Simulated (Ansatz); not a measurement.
CdF2 (started from an entry of an open crystallographic database), relaxed with r2SCAN+rVV10, was run in Ansatz under altered settings. All numbers are computed, without spin polarisation but where a row says otherwise.

```xyz
3
Lattice="0.0000 2.6826 2.6826 2.6826 0.0000 2.6826 2.6826 2.6826 0.0000" Properties=species:S:1:pos:R:3 pbc="T T T"
Cd    0.0000    0.0000    0.0000
F     1.3413    1.3413    1.3413
F     4.0239    4.0239    4.0239
```

The base run's other keys:
```yaml
kpoints:
  mp_grid: { grid: [4, 4, 4] }
hamiltonian:
  xc: hse06
scf:
  occupations: { method: fixed }
  n_extra_bands: 4
```

It takes 12 iterations with 749 plane waves at 420 eV and 8 k points, and leaves a mean stress of +3.24 GPa. The gap over this mesh is 5.259 eV. It ran on 4 threads of Arm Neoverse N1, with other jobs on the host.

Outcomes, with energy and stress as changes against the base:
```csv
setting,outcome,ΔF (meV/atom),Δ mean stress (GPa),gap on the mesh (eV),iterations,wall time
"PBE hybrid, exx coeff 0.5, unscreened",converged,–,-3.7,9.048,16,6.9 s
"PBE hybrid, exx coeff 0.35, unscreened",converged,–,-1.7,7.210,15,6.7 s
"PBE hybrid, exx coeff 0.3, unscreened",converged,–,-1.0,6.608,14,6.6 s
"PBE hybrid, exx coeff 0.1, omega 0.3 1/Å",converged,–,+2.2,3.863,11,5.8 s
scf.mixing.preconditioner: none,converged,0.0,0.0,5.259,12,6.3 s
```
A dash marks a value that wasn't obtained or can't be compared. Stress is positive in compression. The base took 6.2 s.

- PBE hybrid, exx coeff 0.5, unscreened. That is 50 % exact exchange, at all ranges, against HSE06's 25 % screened at 0.208 1/Å. The mean stress moves by -3.7 GPa and the gap on the mesh by +3.789 eV (to 9.048). Totals of different functionals aren't comparable.
- PBE hybrid, exx coeff 0.35, unscreened. That is 35 % exact exchange, at all ranges, against HSE06's 25 % screened at 0.208 1/Å. The mean stress moves by -1.7 GPa and the gap on the mesh by +1.950 eV (to 7.210). Totals of different functionals aren't comparable.
- PBE hybrid, exx coeff 0.3, unscreened. That is 30 % exact exchange, at all ranges, against HSE06's 25 % screened at 0.208 1/Å. The mean stress moves by -1.0 GPa and the gap on the mesh by +1.348 eV (to 6.608). Totals of different functionals aren't comparable.
- PBE hybrid, exx coeff 0.1, omega 0.3 1/Å. That is 10 % exact exchange, screened with ω = 0.3 1/Å, against HSE06's 25 % screened at 0.208 1/Å. The mean stress moves by +2.2 GPa and the gap on the mesh by -1.396 eV (to 3.863). Totals of different functionals aren't comparable.

Within 1 meV an atom, 0.1 GPa and 0.005 eV of the base stay: scf.mixing.preconditioner: none.

Spin-orbit coupling is left out.

The program warns that its thresholds are loose for a hybrid's stress.

The meshes of the hybrids are coarse, so their gaps aren't converged to the digits shown.
